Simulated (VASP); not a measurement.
# ZnSe (Stilleite) (F-43m) in VASP: further runs

The runs below take ZnSe (Stilleite) through single point, with LDA.

Everything below comes from runs of VASP 6.6.1. Logs are shortened: lines on timing, memory, paths and dates and some standing lists are left out, and cuts for length are marked.

## 1. The structure

Symmetry: F-43m, No. 216, cubic system. Conventional cell: a = 5.668 Å, b = 5.668 Å, c = 5.668 Å, α = 90.00°, β = 90.00°, γ = 90.00°. Around Se (site symmetry -43m) lie 4 Zn at 2.45 Å. Zn (site symmetry -43m) has 4 Se at 2.45 Å as nearest neighbours.

## 2. Single point, LDA, spin-orbit coupling, no magnetisation

INCAR reads:

```
  PREC = Accurate
  ENCUT = 400
  EDIFF = 1E-7
  ISMEAR = 0
  SIGMA = 0.02
  LREAL = False
  LASPH = False
  NELM = 100
  ALGO = Normal
  ISIF = 2
  LWAVE = False
  LCHARG = False
  MAGMOM = 0 0 0 0 0 0
  LORBIT = 11
  LSORBIT = True
  GGA_COMPAT = False
  NBANDS = 34
```

KPOINTS reads:

```
regular mesh
0
Gamma
  7 7 7
```

POSCAR reads:

```
ZnSe
1.0
    0.0000000000      2.8338000000      2.8338000000
    2.8338000000      0.0000000000      2.8338000000
    2.8338000000      2.8338000000      0.0000000000
Se Zn
1 1
Direct
    0.7500000000      0.7500000000      0.7500000000
    0.0000000000      0.0000000000      0.0000000000
```

Potentials or basis: VASP PAW LDA potentials, release 64 (Se, Zn).

The run is started by

```console
> cat potpaw_LDA.64/Se/POTCAR potpaw_LDA.64/Zn/POTCAR > POTCAR
> mpirun -np 1 vasp_ncl > vasp.out
```

OUTCAR:

```text
PREC = Accurate
   ENCUT = 400
   EDIFF = 1E-7
   ISMEAR = 0
   LREAL = False
   LASPH = False
   NELM = 100
   ISIF = 2
   LORBIT = 11
   LSORBIT = True

 Found     30 irreducible k-points:

 Following reciprocal coordinates:
            Coordinates               Weight
  0.000000  0.000000  0.000000      1.000000
  0.142857  0.000000  0.000000      4.000000
 -0.142857  0.000000  0.000000      4.000000
  0.285714  0.000000  0.000000      4.000000
 -0.285714  0.000000  0.000000      4.000000
  0.428571  0.000000  0.000000      4.000000
   k-points           NKPTS =     30   k-points in BZ     NKDIM =     30   number of bands    NBANDS=     34
   number of dos      NEDOS =    301   number of ions     NIONS =      2
   total plane-waves  NPLWV =  21952
   dimension x,y,z NGX =    28 NGY =   28 NGZ =   28
   dimension x,y,z NGXF=    56 NGYF=   56 NGZF=   56
   ions per type =               1   1
   NGX,Y,Z   is equivalent  to a cutoff of  11.62, 11.62, 11.62 a.u.
   NGXF,Y,Z  is equivalent  to a cutoff of  23.23, 23.23, 23.23 a.u.
 SYSTEM =  unknown system
   PREC   = accura    normal or accurate (medium, high low for compatibility)
   ISTART =      0    job   : 0-new  1-cont  2-samecut
   ICHARG =      2    charge: 1-file 2-atom 10-const
   ISPIN  =      1    spin polarized calculation?
   LNONCOLLINEAR =      T non collinear calculations
   LSORBIT =      T    spin-orbit coupling
   LASPH  =      F    aspherical Exc in radial PAW
   ENCUT  =  400.0 eV  29.40 Ry    5.42 a.u.   6.54  6.54  6.54*2*pi/ulx,y,z
   NELM   =    100;   NELMIN=  2; NELMDL= -5     # of ELM steps
   EDIFF  = 0.1E-06   stopping-criterion for ELM
   LREAL  =      F    real-space projection
[... 7 lines left out ...]
   TEBEG  =    0.0;   TEEND  =   0.0 temperature during run
   PSTRESS=    0.0 pullay stress
   NELECT =      18.0000    total number of electrons
   NUPDOWN=      -1.0000    fix difference up-down
   EMIN   =  10.00;   EMAX   =-10.00  energy-range for DOS
   EFERMI =   0.00;   METHOD = LEGACY
   ISMEAR =     0;   SIGMA  =   0.02  broadening in eV -4-tet -1-fermi 0-gaus
   EFERMI_NEDOS =   21; number of points for ismear=-14 and -15
   IALGO  =     38    algorithm
   IMIX   =      4    mixing-type and parameters
     AMIX     =   0.40;   BMIX     =  1.00
     AMIX_MAG =   1.60;   BMIX_MAG =  1.00
  volume/ion in A,a.u.               =      22.76       153.57
  Fermi-wavevector in a.u.,A,eV,Ry     =   1.201673  2.270834 19.647073  1.444019
  Thomas-Fermi vector in A             =   2.337476
   LORBIT       =     11    0 simple, 1 ext, 2 COOP (PROOUT), +10 PAW based schemes
   GGA     = CA    functional components
   LHFCALC =     F    Hartree Fock is set to
   AEXX    =    0.0000 exact exchange contribution
   IVDW    =     0    specifies the selected vdW correction
   LEPSILON=     F    determine dielectric tensor
   LRPA    =     F    only Hartree local field effects (RPA)
 Gauss-broadening in eV      SIGMA  =   0.02
  energy-cutoff  :      400.00
  volume of cell :       45.51
 maximum number of plane-waves:      1738
 NGX is ok and might be reduce to    28
   NGX = 13   NGY = 13   NGZ = 13

 number of electron      18.0000000 magnetization       0.0000000      0.0000000      0.0000000

 number of electron      18.0000012 magnetization      -0.0000000     -0.0000000     -0.0000000

 number of electron      18.0000012 magnetization       0.0000000     -0.0000000      0.0000000

 number of electron      18.0000012 magnetization      -0.0000000      0.0000000     -0.0000000

 Free energy of the ion-electron system (eV)
  ---------------------------------------------------
  ext. energy  EPLUGINS =         0.00000000
  ---------------------------------------------------
  free energy    TOTEN  =        -7.37189677 eV

  energy without entropy =       -7.37189677  energy(sigma->0) =       -7.37189677

 E-fermi :   1.8056     XC(G=0):  -9.6988

 val. band max:        1.6394488053   @ k =   0.0000   0.0000   0.0000
 cond. band min:       2.5763601478   @ k =   0.0000   0.0000   0.0000
 fundamental gap:      0.9369113425
 Fermi energy:         1.8056071200

 k-point     1 :       0.0000    0.0000    0.0000
  band No.  band energies     occupation
      1     -11.7798      1.00000
      2     -11.7798      1.00000
      3      -5.2816      1.00000
      4      -5.2816      1.00000
      5      -5.2816      1.00000
      6      -5.2816      1.00000
[... 22 lines left out ...]
     29      12.9835      0.00000
     30      12.9835      0.00000

 k-point     2 :       0.1429    0.0000    0.0000
  band No.  band energies     occupation
      1     -11.6488      1.00000
      2     -11.6488      1.00000
      3      -5.2839      1.00000
      4      -5.2626      1.00000
      5      -5.2626      1.00000
      6      -5.2568      1.00000
[... 22 lines left out ...]
     29      12.0294      0.00000
     30      12.0356      0.00000

 k-point     3 :      -0.1429    0.0000    0.0000
  band No.  band energies     occupation
      1     -11.6488      1.00000
      2     -11.6488      1.00000
      3      -5.2839      1.00000
      4      -5.2626      1.00000
      5      -5.2626      1.00000
      6      -5.2568      1.00000
[... 22 lines left out ...]
     29      12.0294      0.00000
     30      12.0356      0.00000

 k-point     4 :       0.2857    0.0000    0.0000
  band No.  band energies     occupation
      1     -11.3262      1.00000
      2     -11.3262      1.00000
      3      -5.2678      1.00000
      4      -5.2332      1.00000
      5      -5.1787      1.00000
      6      -5.1787      1.00000
[... 22 lines left out ...]
     29      12.0620      0.00000
     30      12.0620      0.00000

 k-point     5 :      -0.2857    0.0000    0.0000
  band No.  band energies     occupation
      1     -11.3262      1.00000
      2     -11.3262      1.00000
      3      -5.2678      1.00000
      4      -5.2332      1.00000
      5      -5.1787      1.00000
      6      -5.1787      1.00000
[... 22 lines left out ...]
     29      12.0620      0.00000
     30      12.0620      0.00000

 k-point     6 :       0.4286    0.0000    0.0000
  band No.  band energies     occupation
      1     -11.0316      1.00000
      2     -11.0316      1.00000
      3      -5.2476      1.00000
      4      -5.2323      1.00000
      5      -5.0308      1.00000
      6      -5.0308      1.00000
[... 22 lines left out ...]
     29      13.7329      0.00000
     30      13.7329      0.00000

 [... further k-points ...]

 [bands above 30 left out]

------------------------ aborting loop because EDIFF is reached ----------------------------------------

  FORCE on cell =-STRESS in cart. coord.  units (eV):
  Direction    XX          YY          ZZ          XY          YZ          ZX
  --------------------------------------------------------------------------------------
  -------------------------------------------------------------------------------------
  Total       -0.9384469     -0.9384469     -0.9384469     -0.0000000      0.0000000      0.0000000
  in kB      -33.0356393    -33.0356393    -33.0356393     -0.0000000      0.0000000      0.0000000
  external PRESSURE =     -33.0356393 kB  Pullay stress =       0.0000000 kB

 VOLUME and BASIS-vectors are now :
 -----------------------------------------------------------------------------
  energy-cutoff  :      400.00
  volume of cell :       45.51
      direct lattice vectors                 reciprocal lattice vectors
     0.000000000  2.833800000  2.833800000    -0.176441527  0.176441527  0.176441527
     2.833800000  0.000000000  2.833800000     0.176441527 -0.176441527  0.176441527
     2.833800000  2.833800000  0.000000000     0.176441527  0.176441527 -0.176441527

 POSITION                                       TOTAL-FORCE (eV/Angst)
 -----------------------------------------------------------------------------------
      4.25070      4.25070      4.25070         0.000000      0.000000     -0.000000
      0.00000      0.00000      0.00000        -0.000000     -0.000000      0.000000
 -----------------------------------------------------------------------------------
    total drift:                               -0.000000     -0.000000     -0.000000

  FREE ENERGIE OF THE ION-ELECTRON SYSTEM (eV)
  ---------------------------------------------------
  free  energy   TOTEN  =        -7.3718967681 eV

  energy  without entropy=       -7.3718967681  energy(sigma->0) =       -7.37189677

 Spin-Orbit-Coupling matrix elements

 Ion:    1  E_soc:     -0.0390846
 l=   1
     0.0000000    -0.0065058    -0.0065058
    -0.0065058     0.0000000    -0.0065058
    -0.0065058    -0.0065058     0.0000000
 l=   2
     0.0000000    -0.0000040     0.0000000    -0.0000040    -0.0000043
    -0.0000040     0.0000000    -0.0000032    -0.0000040    -0.0000011
     0.0000000    -0.0000032     0.0000000    -0.0000032     0.0000000
    -0.0000040    -0.0000040    -0.0000032     0.0000000    -0.0000011
    -0.0000043    -0.0000011     0.0000000    -0.0000011     0.0000000
 l=   3
     0.0000000     0.0000000     0.0000000     0.0000000     0.0000000     0.0000000     0.0000000
     0.0000000     0.0000000     0.0000000     0.0000000     0.0000000     0.0000000     0.0000000
     0.0000000     0.0000000     0.0000000     0.0000000     0.0000000     0.0000000     0.0000000
     0.0000000     0.0000000     0.0000000     0.0000000     0.0000000     0.0000000     0.0000000
     0.0000000     0.0000000     0.0000000     0.0000000     0.0000000     0.0000000     0.0000000
     0.0000000     0.0000000     0.0000000     0.0000000     0.0000000     0.0000000     0.0000000
     0.0000000     0.0000000     0.0000000     0.0000000     0.0000000     0.0000000     0.0000000

 Ion:    2  E_soc:     -0.0089468
 l=   1
     0.0000000    -0.0005138    -0.0005138
    -0.0005138     0.0000000    -0.0005138
    -0.0005138    -0.0005138     0.0000000
 l=   2
     0.0000000    -0.0001967     0.0000000    -0.0001967    -0.0007806
    -0.0001967     0.0000000    -0.0005855    -0.0001967    -0.0001952
     0.0000000    -0.0005855     0.0000000    -0.0005855     0.0000000
    -0.0001967    -0.0001967    -0.0005855     0.0000000    -0.0001952
    -0.0007806    -0.0001952     0.0000000    -0.0001952     0.0000000
 l=   3
     0.0000000     0.0000000     0.0000000     0.0000000     0.0000000     0.0000000     0.0000000
     0.0000000     0.0000000     0.0000000     0.0000000     0.0000000     0.0000000     0.0000000
     0.0000000     0.0000000     0.0000000     0.0000000     0.0000000     0.0000000     0.0000000
     0.0000000     0.0000000     0.0000000     0.0000000     0.0000000     0.0000000     0.0000000
     0.0000000     0.0000000     0.0000000     0.0000000     0.0000000     0.0000000     0.0000000
     0.0000000     0.0000000     0.0000000     0.0000000     0.0000000     0.0000000     0.0000000
     0.0000000     0.0000000     0.0000000     0.0000000     0.0000000     0.0000000     0.0000000

 total charge

# of ion       s       p       d       tot
------------------------------------------
    1        1.442   2.411   0.030   3.883
    2        0.546   0.454   9.783  10.783
--------------------------------------------------
tot          1.988   2.865   9.813  14.666

 magnetization (x)

# of ion       s       p       d       tot
------------------------------------------
    1       -0.000  -0.000  -0.000  -0.000
    2        0.000   0.000   0.000   0.000
--------------------------------------------------
tot          0.000   0.000  -0.000   0.000

 magnetization (y)

# of ion       s       p       d       tot
------------------------------------------
    1        0.000   0.000   0.000   0.000
    2       -0.000   0.000  -0.000  -0.000
--------------------------------------------------
tot         -0.000   0.000  -0.000  -0.000

 magnetization (z)

# of ion       s       p       d       tot
------------------------------------------
    1       -0.000  -0.000  -0.000  -0.000
    2       -0.000   0.000  -0.000  -0.000
--------------------------------------------------
tot         -0.000   0.000  -0.000  -0.000
```

Run time: 95 s. Hardware: 1 thread of Intel Xeon Platinum 8488C (Sapphire Rapids), shared host; peak memory 0.21 GiB.

These settings aren't checked as converged: the numbers below hold their error.

Results:

```yaml
Free_energy: -7.3719 eV
Pressure: -3.3 GPa
Valence_electrons_inside_the_program's_atomic_spheres: Se 3.88; Zn 10.78
```

## 3. Single point, LDA, spin-orbit coupling, no magnetisation

Edit INCAR of step 2 so:

```diff
@@ -1,3 +1,3 @@
   PREC = Accurate
-  ENCUT = 400
+  ENCUT = 460
   EDIFF = 1E-7
@@ -6,3 +6,3 @@
   LREAL = False
-  LASPH = False
+  LASPH = True
   NELM = 100
```

KPOINTS is that of step 2.

POSCAR is that of step 2.

Potentials or basis: VASP PAW LDA potentials, release 64 (Se, Zn).

The run is started by

```console
> cat potpaw_LDA.64/Se/POTCAR potpaw_LDA.64/Zn/POTCAR > POTCAR
> mpirun -np 1 vasp_ncl > vasp.out
```

Run time: 61 s. Hardware: 1 thread of Intel Xeon Platinum 8488C (Sapphire Rapids), shared host; peak memory 0.22 GiB.

These settings aren't checked as converged: the numbers below hold their error.

What came out:

```
Free energy                                           : -7.3726 eV
Pressure                                              : -3.1 GPa
Valence electrons inside the program's atomic spheres : Se 3.88; Zn 10.78
```

## 4. Single point, LDA, spin-orbit coupling, no magnetisation

Edit INCAR of step 3 so:

```diff
@@ -1,3 +1,3 @@
   PREC = Accurate
-  ENCUT = 460
+  ENCUT = 650
   EDIFF = 1E-7
```

KPOINTS reads:

```
regular mesh
0
Gamma
  6 6 6
```

POSCAR is that of step 3.

The run is started by

```console
> cat potpaw_LDA.64/Se/POTCAR potpaw_LDA.64/Zn/POTCAR > POTCAR
> mpirun -np 1 vasp_ncl > vasp.out
```

It took 88 s on 1 thread of Intel Xeon Platinum 8488C (Sapphire Rapids), shared host; peak memory 0.33 GiB.

These settings aren't checked as converged: the numbers below hold their error.

Results:

```
Free energy                                           : -7.3682 eV
Pressure                                              : -3.1 GPa
Valence electrons inside the program's atomic spheres : Se 3.88; Zn 10.78
```

(Continued in part 2 of 2.)
